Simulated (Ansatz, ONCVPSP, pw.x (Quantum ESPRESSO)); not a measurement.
**C: one change to the ONCV potential, in the atom and in the bcc crystal**

C, optimised norm-conserving Vanderbilt (ONCV), made with ONCVPSP 4.0.1.1 (patched build) (PBE, scalar-relativistic). Core [He], reference 2s1.5 2p2.5. Waves: 2s: rc 1.05 bohr, ncon 5, nbas 9, qcut 7.7 1/bohr, 2 projectors, debl 3.3 Ha; 2p: rc 3.15 bohr, ncon 4, nbas 7, qcut 3.7 1/bohr, 2 projectors, debl 2.4 Ha; d scattering state at 0.37 Ha: rc 2.80 bohr, ncon 4, nbas 9, qcut 4.1 1/bohr, 2 projectors, debl 2.5 Ha. Local part: polynomial inside 0.95 bohr (lpopt 5, dvloc0 3 Ha). Core correction: Teter function fitted to the true core (icmod 2), fcfact 0.5.

Change: d: debl 0.2.

Cutoffs, loose and tight: the cutoffs (Ha) at which the residual kinetic energy of the hardest occupied pseudo-wave falls to 1 and 0.1 mHa per electron. They do not see the model core or the augmentation charge, which bear on the density cutoff. Test errors are all-electron minus pseudo excitation energies from the reference, over the configurations 2s2 2p2; 2s2 2p1; 2s2 2p0; 2s0 2p4; variants that change the core or the reference have their own tests.

Crystal test: bcc C in pw.x 7.5, no spin, 18³ k-points, Fermi–Dirac smearing 0.01 Ry, cutoffs set for each file from its atomic test. The reference is all-electron LAPW (Ansatz 0.2.0) with the same functional, mesh and smearing; V0 and B0 come from Birch–Murnaghan fits to the pressures at five volumes. Errors are pseudo minus all-electron; Δ is the rms difference of the E(V) curves that follow from these fits, minima aligned, over ±6 % about the mean V0. Mesh and smearing are coarse, so the numbers serve the comparison and aren't converged zero-temperature values; the lattice is a test structure that the element need not adopt.

All-electron: a0 = 2.375 Å (V0 = 6.70 Å³/atom), B0 = 182.8 GPa.

Question: Does the change bring the crystal closer to the all-electron result?

Answer: The mean pressure error goes from -45.81 to -25.68 GPa, so the change moves the solid closer to the all-electron pressures. Neither pressure curve crosses zero within the volumes sampled, so no fits are given.

```json
{"quantity": "outcome (atom)", "base": "generated", "changed": "generated"}
{"quantity": "cutoff, loose (atom)", "base": "21 Ha", "changed": "21 Ha"}
{"quantity": "cutoff, tight (atom)", "base": "26 Ha", "changed": "26 Ha"}
{"quantity": "bound ghosts (atom)", "base": "none", "changed": "none"}
{"quantity": "largest test error (meV) (atom)", "base": "+2269", "changed": "+2269"}
{"quantity": "cutoffs in pw.x (Ry)", "base": "65/260", "changed": "65/260"}
{"quantity": "mean pressure error (GPa)", "base": "-45.81", "changed": "-25.68"}
```

Base: The largest radius (3.15 bohr) exceeds half the bond length (1.93 bohr), so the spheres overlap, which is one possible source of error among others. This is a poor potential for the solid. The pseudo pressure rises with volume over the whole range, a mechanical instability. Changed file: The largest radius (3.15 bohr) exceeds half the bond length (1.93 bohr), so the spheres overlap, which is one possible source of error among others. This is a poor potential for the solid. The pseudo pressure rises with volume over the whole range, a mechanical instability.
